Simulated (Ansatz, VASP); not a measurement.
## One calculation of PbSe, two programs

```
Pb Se
1.0
     0.03062    3.07746    3.07746
     3.07746    0.03062    3.07746
     3.07746    3.07746    0.03062
Pb Se
1 1
Direct
  0.00000 0.00000 0.00000
  0.50000 0.50000 0.50000
```

Change from the starting cell: equal xy, yz and zx shear strains of +1 %, crystal datasets.

Alike in both runs: task electric field gradients; functional PBE; k mesh 9 × 9 × 9; occupations fermi-dirac, width 0.01 eV; no spin polarisation.

|  | VASP | Ansatz |
| --- | --- | --- |
| version | VASP 6.6.1 | Ansatz 0.2.0 |
| potentials or method | VASP PAW PBE potentials, release 64 (Pb_d, Se), cutoff 520 eV | all-electron PAW with datasets made for the crystal, scalar-relativistic |

Ansatz gave:

| Item | Value |
| --- | --- |
| gap on the k mesh at the Fermi level (eV) | 0.61 |
| pressure (GPa) | 2.3 |
| largest component of the traceless stress (GPa) | 0.17 |
| Vzz of the field gradient on the site that differs most (V/Å²) | -3.7 |

Q: What did VASP give for the same quantities?

A: gap on the k mesh at the Fermi level (eV): 0.61; pressure (GPa): 2.3; largest component of the traceless stress (GPa): 0.17; Vzz of the field gradient on the site that differs most (V/Å²): -1.9.

Ansatz ran all-electron here, so the differences hold the error of VASP's frozen core and of both bases. Ansatz warned: «gradients_without_spin_orbit».

Caveats: spin-orbit coupling is left out, which as a rule narrows the gap of such compounds by several tenths of an eV; an odd mesh through Γ misses points on the zone boundary, where band edges often lie.
